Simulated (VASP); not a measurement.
From an Ansatz input to VASP: InAs (strained zincblende)

Ansatz input

```yaml
crystal:
  lattice:
    - [0.0, 2.9629527589, 3.1499033599]
    - [2.9629527589, 0.0, 3.1499033599]
    - [2.9629527589, 2.9629527589, 0.0]
  atoms:
    - { symbol: In, position: [0.0, 0.0, 0.0] }
    - { symbol: As, position: [0.25, 0.25, 0.25] }
kpoints:
  mp_grid: { grid: [8, 8, 8] }
  band_path:
    path:
      - [0.0, 0.0, 0.0]
      - [-0.5, -0.5, 0.0]
      - [-0.375, -0.375, 0.25]
      - [-0.375, 0.0, 0.375]
      - [0.0, 0.0, 0.5]
      - [-0.5, -0.25, 0.25]
      - [-0.020467, -0.020467, 0.0]
    npoints: 1
hamiltonian:
  xc: r2scan
scf:
  occupations: { method: fermi_dirac, width: 0.02 }
  n_extra_bands: 4
output:
  forces: true
  stress: true
  eigenvalues: true
```

Question: Write VASP inputs for this cell and level of theory.

Answer: 

INCAR

```
ISIF = 2
NSW = 0
IBRION = -1
LASPH = .TRUE.
ALGO = Normal
LREAL = .FALSE.
ISMEAR = -1
NBANDS = 16
ENCUT = 520
LWAVE = .FALSE.
SIGMA = 0.02
METAGGA = R2SCAN
LCHARG = .FALSE.
NELM = 120
PREC = Accurate
EDIFF = 1E-7
```

KPOINTS

```
KPOINTS created by Atomic Simulation Environment
0
Gamma
8 8 8
0 0 0
```

KPOINTS_OPT

```
special points
7
Reciprocal
0.0000000000 0.0000000000 0.0000000000 1
-0.5000000000 -0.5000000000 0.0000000000 1
-0.3750000000 -0.3750000000 0.2500000000 1
-0.3750000000 0.0000000000 0.3750000000 1
0.0000000000 0.0000000000 0.5000000000 1
-0.5000000000 -0.2500000000 0.2500000000 1
-0.0204670000 -0.0204670000 0.0000000000 1
```

POSCAR

```
In As
 1.0000000000000000
     0.0000000000000000    2.9629527589000002    3.1499033599000001
     2.9629527589000002    0.0000000000000000    3.1499033599000001
     2.9629527589000002    2.9629527589000002    0.0000000000000000
 In  As
   1   1
Cartesian
  0.0000000000000000  0.0000000000000000  0.0000000000000000
  1.4814763794500001  1.4814763794500001  1.5749516799500005
```

VASP ran with the recommended PBE PAW datasets (18 valence electrons in the cell). Other inputs would serve too.

|  | Ansatz | VASP |
| --- | --- | --- |
| gap between bands v and c | 0.11 eV | 0.11 eV |
| least direct gap | 0.11 eV | 0.11 eV |
| pressure | 1.8 GPa | 1.8 GPa |

Each program uses its own PAW datasets. VASP's cell holds 18 valence electrons and Ansatz's 28. Ansatz's stress includes a Pulay correction; VASP's doesn't.
